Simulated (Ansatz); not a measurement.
Ga:

```
CELL_PARAMETERS angstrom
2.71648 0.00000 0.00000
0.00000 2.71648 0.00000
0.00000 0.00000 2.71648
ATOMIC_POSITIONS crystal
Ga 0.00000 0.00000 0.00000
```

The cell was built by a generator and needn't be a form met in nature.

```yaml
Program: Ansatz 0.2.0
Task: relaxation of cell and atoms
Functional: revPBE
Dispersion: D4
Potentials_or_basis: Ansatz PAW
Cutoff: "420 eV (not typed: the program's choice for these potentials)"
k_mesh: 10 × 10 × 10
Occupations: fermi-dirac, width 0.05 eV
Spin: no spin polarisation
```

At the start: volume 20.05 Å³/atom.

Question: How do energy, volume and symmetry change on relaxing?

Answer: It ends after 5 steps and the volume is 18.43 Å³/atom (-8.1 %); space group Pm-3m (No. 221, to 0.05 Å).

The path:
| step | energy change (eV) | largest force (eV/Å) | volume (Å³) |
| --- | --- | --- | --- |
| 1 | 0.0000 | 0.0000 | 20.05 |
| 2 | -0.0227 | 0.0000 | 18.73 |
| 3 | -0.0237 | 0.0000 | 18.31 |
| 4 | -0.0238 | 0.0000 | 18.43 |
| 5 | -0.0233 | 0.0000 | 18.43 |

Final structure:
```
Ga
1.0
     2.64126    0.00000    0.00000
     0.00000    2.64126    0.00000
     0.00000    0.00000    2.64126
Ga
1
Direct
  0.00000 0.00000 0.00000
```

Caveat: the plane-wave basis is chosen anew once the cell has moved, so the energies of steps on either side of that aren't comparable; pairwise dispersion overbinds metals, which lowers pressure and volume; the PAW data sets come from PBE, with cores solved anew for the run's functional, which leaves a small shift of forces and pressure.
